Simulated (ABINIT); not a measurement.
The system is B.

```
B
1.0
     1.88524    0.00000    0.00000
     0.00000    1.88524    0.00000
     0.00000    0.00000    1.88524
B
1
Direct
  0.50000 0.50000 0.50000
```

The cell was built by a generator and needn't be a form met in nature.

Base run:

| Property | Result |
| --- | --- |
| Program | ABINIT 10.8.3 (patched build) |
| Functional | PBEsol |
| Potentials or basis | PseudoDojo NC SR PBEsol v0.4.1 standard |
| Cutoff | 1034 eV |
| k mesh | 10 × 10 × 10 |
| Occupations | fermi-dirac, width 0.05 eV |
| Spin | no spin polarisation |

Its results: band gap on the k mesh none (metal or under the smearing width); pressure -2.7 GPa.

Problem. The run is repeated on the same cell with these changes: potentials or basis from PseudoDojo NC SR PBEsol v0.4.1 standard to Ansatz PAW PBE default generated set, frozen core; cutoff from 1034 eV to 327 eV. What comes out?

Solution. Band gap on the k mesh none (metal or under the smearing width); pressure -6.3 GPa.

Caveats: the atomic spheres overlap (some runs); the PAW data sets were made with another functional, which shifts forces and pressure a little (some runs).

Not every run made on this cell is shown here.
